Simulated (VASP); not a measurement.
# Te (C2/m) in VASP: a series of runs, part 2 of 2

VASP 6.6.1.

## 3. Single point, PBE

The input, INCAR:

```
ADDGRID = F
ALGO = Normal
EDIFF = 1E-6
ENCUT = 520
GGA = PE
ISIF = 2
ISMEAR = 0
LASPH = T
LCHARG = F
LREAL = F
LWAVE = F
NBANDS = 16
NELM = 100
PREC = Normal
SIGMA = 0.05
```

The input, KPOINTS:

```
k-points
0
Gamma
  7 7 5
```

The input, POSCAR:

```
Te
1.0
    3.8202894285     -2.1482026000      0.0000000000
    3.8202894285      2.1482026000      0.0000000000
   -0.0942908673      0.0000000000      5.9760906531
Te
3
Direct
    0.0000000000      0.0000000000      0.0000000000
    0.3094466100      0.3094466100      0.3388094900
    0.6905533900      0.6905533900      0.6611905100
```

Potentials or basis: VASP PAW PBE potentials, release 64 (Te).

The run is started by

```bash
> cat potpaw_PBE.64/Te/POTCAR > POTCAR
> mpirun -np 1 vasp_std > vasp.out
```

OUTCAR:

```text
EDIFF = 1E-6
   ENCUT = 520
   GGA = PE
   ISIF = 2
   ISMEAR = 0
   LASPH = T
   LREAL = F
   NELM = 100
   PREC = Normal

 Found     72 irreducible k-points:

 Following reciprocal coordinates:
            Coordinates               Weight
  0.000000  0.000000  0.000000      1.000000
  0.142857  0.000000  0.000000      4.000000
  0.285714  0.000000  0.000000      4.000000
  0.428571  0.000000  0.000000      4.000000
  0.142857  0.142857  0.000000      2.000000
  0.285714  0.142857  0.000000      4.000000
   k-points           NKPTS =     72   k-points in BZ     NKDIM =     72   number of bands    NBANDS=     16
   number of dos      NEDOS =    301   number of ions     NIONS =      3
   total plane-waves  NPLWV =  20736
   dimension x,y,z NGX =    24 NGY =   24 NGZ =   36
   dimension x,y,z NGXF=    48 NGYF=   48 NGZF=   72
   ions per type =               3
   NGX,Y,Z   is equivalent  to a cutoff of   9.10,  9.10, 10.01 a.u.
   NGXF,Y,Z  is equivalent  to a cutoff of  18.21, 18.21, 20.03 a.u.
 SYSTEM =  unknown system
   PREC   = normal    normal or accurate (medium, high low for compatibility)
   ISTART =      0    job   : 0-new  1-cont  2-samecut
   ICHARG =      2    charge: 1-file 2-atom 10-const
   ISPIN  =      1    spin polarized calculation?
   LNONCOLLINEAR =      F non collinear calculations
   LSORBIT =      F    spin-orbit coupling
   LASPH  =      T    aspherical Exc in radial PAW
   ENCUT  =  520.0 eV  38.22 Ry    6.18 a.u.   8.15  8.15 11.11*2*pi/ulx,y,z
   NELM   =    100;   NELMIN=  2; NELMDL= -5     # of ELM steps
   EDIFF  = 0.1E-05   stopping-criterion for ELM
   LREAL  =      F    real-space projection
   EDIFFG = 0.1E-04   stopping-criterion for IOM
   NSW    =      0    number of steps for IOM
   IBRION =     -1    ionic relax: 0-MD 1-quasi-New 2-CG
   NFREE  =      0    steps in history (QN), initial steepest desc. (CG)
   ISIF   =      2    stress and relaxation
   ISYM   =      2    0-nonsym 1-usesym 2-fastsym
   POTIM  = 0.5000    time-step for ionic-motion
   TEBEG  =    0.0;   TEEND  =   0.0 temperature during run
   PSTRESS=    0.0 pullay stress
   NELECT =      18.0000    total number of electrons
   NUPDOWN=      -1.0000    fix difference up-down
   EMIN   =  10.00;   EMAX   =-10.00  energy-range for DOS
   EFERMI =   0.00;   METHOD = LEGACY
   ISMEAR =     0;   SIGMA  =   0.05  broadening in eV -4-tet -1-fermi 0-gaus
   EFERMI_NEDOS =   21; number of points for ismear=-14 and -15
   IALGO  =     38    algorithm
   IMIX   =      4    mixing-type and parameters
     AMIX     =   0.40;   BMIX     =  1.00
     AMIX_MAG =   1.60;   BMIX_MAG =  1.00
  volume/ion in A,a.u.               =      32.70       220.64
  Fermi-wavevector in a.u.,A,eV,Ry     =   0.930307  1.758025 11.775440  0.865470
  Thomas-Fermi vector in A             =   2.056681
   LORBIT       =      0    0 simple, 1 ext, 2 COOP (PROOUT), +10 PAW based schemes
   GGA     = PE    functional components
   LHFCALC =     F    Hartree Fock is set to
   AEXX    =    0.0000 exact exchange contribution
   IVDW    =     0    specifies the selected vdW correction
   LEPSILON=     F    determine dielectric tensor
   LRPA    =     F    only Hartree local field effects (RPA)
 non-spin polarized calculation
 Gauss-broadening in eV      SIGMA  =   0.05
  energy-cutoff  :      520.00
  volume of cell :       98.09
 maximum number of plane-waves:      2659
   NGX = 17   NGY = 17   NGZ = 23

 number of electron      17.9999996 magnetization

 Free energy of the ion-electron system (eV)
  ---------------------------------------------------
  ext. energy  EPLUGINS =         0.00000000
  ---------------------------------------------------
  free energy    TOTEN  =        -9.29666094 eV

  energy without entropy =       -9.29565545  energy(sigma->0) =       -9.29615819

 E-fermi :   6.4820     XC(G=0):  -9.2802

 val. band max:        6.4571746503   @ k =   0.4286   0.2857   0.2000
 cond. band min:       6.4851771813   @ k =   0.0000   0.0000   0.4000
 fundamental gap:      0.0280025310
 Fermi energy:         6.4819738178

 k-point     1 :       0.0000    0.0000    0.0000
  band No.  band energies     occupation
      1      -7.2279      2.00000
      2      -4.0335      2.00000
      3      -3.8939      2.00000
      4       3.7223      2.00000
      5       3.7431      2.00000
      6       4.2193      2.00000
[... 8 lines left out ...]
     15      12.5410      0.00000
     16      12.5616      0.00000
[... 77 lines left out ...]
 k-point     6 :       0.2857    0.1429    0.0000
  band No.  band energies     occupation
      1      -6.7552      2.00000
      2      -4.1013      2.00000
      3      -3.8803      2.00000
      4       1.9086      2.00000
      5       2.0248      2.00000
      6       3.7025      2.00000
[... 8 lines left out ...]
     15      13.1914      0.00000
     16      13.8328      0.00000

 [... further k-points ...]

------------------------ aborting loop because EDIFF is reached ----------------------------------------

  FORCE on cell =-STRESS in cart. coord.  units (eV):
  Direction    XX          YY          ZZ          XY          YZ          ZX
  --------------------------------------------------------------------------------------
  -------------------------------------------------------------------------------------
  Total        0.3467082      0.3914601      0.3719531      0.0000000      0.0000000      0.0255733
  in kB        5.6631234      6.3941003      6.0754723      0.0000000      0.0000000      0.4177138
  external PRESSURE =       6.0442320 kB  Pullay stress =       0.0000000 kB

 VOLUME and BASIS-vectors are now :
 -----------------------------------------------------------------------------
  energy-cutoff  :      520.00
  volume of cell :       98.09
      direct lattice vectors                 reciprocal lattice vectors
     3.820289429 -2.148202600  0.000000000     0.130880136 -0.232752721  0.002065029
     3.820289429  2.148202600  0.000000000     0.130880136  0.232752721  0.002065029
    -0.094290867  0.000000000  5.976090653     0.000000000  0.000000000  0.167333472

 POSITION                                       TOTAL-FORCE (eV/Angst)
 -----------------------------------------------------------------------------------
      0.00000      0.00000      0.00000        -0.000000      0.000000     -0.000000
      2.33240      0.00000      2.02476         0.090445     -0.000000     -0.030774
      5.21388      0.00000      3.95133        -0.090445     -0.000000      0.030774
 -----------------------------------------------------------------------------------
    total drift:                                0.000000     -0.000000     -0.000000

  FREE ENERGIE OF THE ION-ELECTRON SYSTEM (eV)
  ---------------------------------------------------
  free  energy   TOTEN  =        -9.2966609391 eV

  energy  without entropy=       -9.2956554504  energy(sigma->0) =       -9.29615819
```

Run time: 39 s. Hardware: 1 thread of AMD EPYC 7R13 (Zen 3), shared host; peak memory 0.18 GiB.

The run converged, but some of its settings lie outside the range that counts as converged, so its numbers aren't taken as properties of the crystal.

What came out:

```yaml
Free_energy: -9.2967 eV
Pressure: 0.6 GPa
Largest_force: 0.096 eV/Å
Band_gap_on_the_k_mesh: 0.03 eV, indirect (least direct gap 0.19 eV)
```

Caveat: spin-orbit coupling is left out, which moves the levels of the heavy elements; an odd mesh through Γ misses points on the zone boundary, where band edges often lie.

## 4. Single point, PBE

INCAR is that of step 3.

KPOINTS is that of step 3.

The input, POSCAR:

```
Te
1.0
    3.8202894285     -2.1482026000      0.0000000000
    3.8202894285      2.1482026000      0.0000000000
   -0.0942908673      0.0000000000      5.9760906531
Te
3
Direct
    0.0053760000      0.0030970000      0.0153300000
    0.3128830000      0.3144850000      0.3485460000
    0.7243610000      0.6723340000      0.6509690000
```

The run is started by

```bash
> cat potpaw_PBE.64/Te/POTCAR > POTCAR
> mpirun -np 1 vasp_std > vasp.out
```

Wall time 61 s (1 thread of AMD EPYC 7R13 (Zen 3), shared host); peak memory 0.23 GiB.

These settings aren't checked as converged: the numbers below hold their error.

What came out:

- Free energy: -9.2563 eV
- Pressure: 1.2 GPa
- Largest force: 0.628 eV/Å
- Band gap on the k mesh: none (metal or under the smearing width)

## 5. Single point, PBE

Edit INCAR of step 4 so:

```diff
@@ -9,3 +9,3 @@
 LCHARG = F
-LREAL = F
+LREAL = Auto
 LWAVE = F
@@ -13,3 +13,3 @@
 NELM = 100
-PREC = Normal
+PREC = Accurate
 SIGMA = 0.05
```

KPOINTS is that of step 4.

The input, POSCAR:

```
Te
1.0
    3.8202894285     -2.1482026000      0.0000000000
    3.8202894285      2.1482026000      0.0000000000
   -0.0942908673      0.0000000000      5.9760906531
Te
3
Direct
    0.0000000000      0.0000000000      0.0000000000
    0.3094466100      0.3094466100      0.3388094900
    0.6905533900      0.6905533900      0.6611905100
```

The run is started by

```bash
> cat potpaw_PBE.64/Te/POTCAR > POTCAR
> mpirun -np 1 vasp_std > vasp.out
```

It took 2.1 min on 1 thread of AMD EPYC 7R13 (Zen 3), shared host; peak memory 0.22 GiB.

The run converged, but some of its settings lie outside the range that counts as converged, so its numbers aren't taken as properties of the crystal.

What came out:

```yaml
Free_energy: -9.2987 eV
Pressure: 0.6 GPa
Largest_force: 0.098 eV/Å
Band_gap_on_the_k_mesh: 0.03 eV, indirect (least direct gap 0.19 eV)
```

Caveat: spin-orbit coupling is left out, which moves the levels of the heavy elements; an odd mesh through Γ misses points on the zone boundary, where band edges often lie.

## 6. Single point, PBE

INCAR is that of step 5.

KPOINTS is that of step 5.

The input, POSCAR:

```
Te
1.0
    3.8202894285     -2.1482026000      0.0000000000
    3.8202894285      2.1482026000      0.0000000000
   -0.0942908673      0.0000000000      5.9760906531
Te
3
Direct
    0.0053760000      0.0030970000      0.0153300000
    0.3128830000      0.3144850000      0.3485460000
    0.7243610000      0.6723340000      0.6509690000
```

Potentials or basis: VASP PAW PBE potentials, release 64 (Te).

The run is started by

```bash
> cat potpaw_PBE.64/Te/POTCAR > POTCAR
> mpirun -np 1 vasp_std > vasp.out
```

OUTCAR:

```text
EDIFF = 1E-6
   ENCUT = 520
   GGA = PE
   ISIF = 2
   ISMEAR = 0
   LASPH = T
   LREAL = Auto
   NELM = 100
   PREC = Accurate

 Found    123 irreducible k-points:

 Following reciprocal coordinates:
            Coordinates               Weight
  0.000000  0.000000  0.000000      1.000000
  0.142857  0.000000  0.000000      2.000000
 -0.000000 -0.142857  0.000000      2.000000
[... 195 lines left out ...]

  FORCE on cell =-STRESS in cart. coord.  units (eV):
  Direction    XX          YY          ZZ          XY          YZ          ZX
  --------------------------------------------------------------------------------------
  -------------------------------------------------------------------------------------
  Total        0.3454730      1.1493129      0.7810278     -0.2768718      0.4400382     -0.5428768
  in kB        5.6429475     18.7728486     12.7572894     -4.5224178      7.1875730     -8.8673362
  external PRESSURE =      12.3910285 kB  Pullay stress =       0.0000000 kB

 VOLUME and BASIS-vectors are now :
 -----------------------------------------------------------------------------
  energy-cutoff  :      520.00
  volume of cell :       98.09
      direct lattice vectors                 reciprocal lattice vectors
     3.820289429 -2.148202600  0.000000000     0.130880136 -0.232752721  0.002065029
     3.820289429  2.148202600  0.000000000     0.130880136  0.232752721  0.002065029
    -0.094290867  0.000000000  5.976090653     0.000000000  0.000000000  0.167333472

 POSITION                                       TOTAL-FORCE (eV/Angst)
 -----------------------------------------------------------------------------------
      0.03092     -0.00490      0.09161         0.064597     -0.110292     -0.087504
      2.36386      0.00344      2.08294         0.185087      0.023471     -0.476247
      5.27440     -0.11176      3.89025        -0.249685      0.086822      0.563751
 -----------------------------------------------------------------------------------
    total drift:                               -0.005308     -0.000331     -0.000890

  FREE ENERGIE OF THE ION-ELECTRON SYSTEM (eV)
  ---------------------------------------------------
  free  energy   TOTEN  =        -9.2580145484 eV

  energy  without entropy=       -9.2568664233  energy(sigma->0) =       -9.25744049
```

OSZICAR:

```text
N       E                     dE             d eps       ncg     rms          rms(c)
DAV:   1     0.679820742948E+02    0.67982E+02   -0.64661E+03  3936   0.891E+02
DAV:   2    -0.512091178767E+01   -0.73103E+02   -0.69212E+02  5360   0.135E+02
DAV:   3    -0.923269007849E+01   -0.41118E+01   -0.40873E+01  4816   0.347E+01
DAV:   4    -0.929724621476E+01   -0.64556E-01   -0.64538E-01  5888   0.520E+00
DAV:   5    -0.929819859751E+01   -0.95238E-03   -0.95238E-03  5152   0.550E-01    0.129E+01
DAV:   6    -0.925558443741E+01    0.42614E-01   -0.11386E-01  4728   0.185E+00    0.802E+00
DAV:   7    -0.925820319104E+01   -0.26188E-02   -0.44291E-02  5064   0.121E+00    0.110E+00
DAV:   8    -0.925816826094E+01    0.34930E-04   -0.41139E-03  5280   0.389E-01    0.282E-01
DAV:   9    -0.925800472459E+01    0.16354E-03   -0.61530E-04  5088   0.144E-01    0.130E-01
DAV:  10    -0.925801600589E+01   -0.11281E-04   -0.17809E-04  5256   0.693E-02    0.295E-02
DAV:  11    -0.925801416701E+01    0.18389E-05   -0.26421E-05  4888   0.284E-02    0.114E-02
DAV:  12    -0.925801454839E+01   -0.38139E-06   -0.21201E-06  5304   0.856E-03
   1 F= -.92580145E+01 E0= -.92574405E+01  d E =-.114813E-02
```

Wall time 3.6 min (1 thread of AMD EPYC 7R13 (Zen 3), shared host); peak memory 0.26 GiB.

These settings aren't checked as converged: the numbers below hold their error.

Results:

| Quantity | Value |
| --- | --- |
| Free energy | -9.2580 eV |
| Pressure | 1.2 GPa |
| Largest force | 0.623 eV/Å |
| Band gap on the k mesh | none (metal or under the smearing width) |
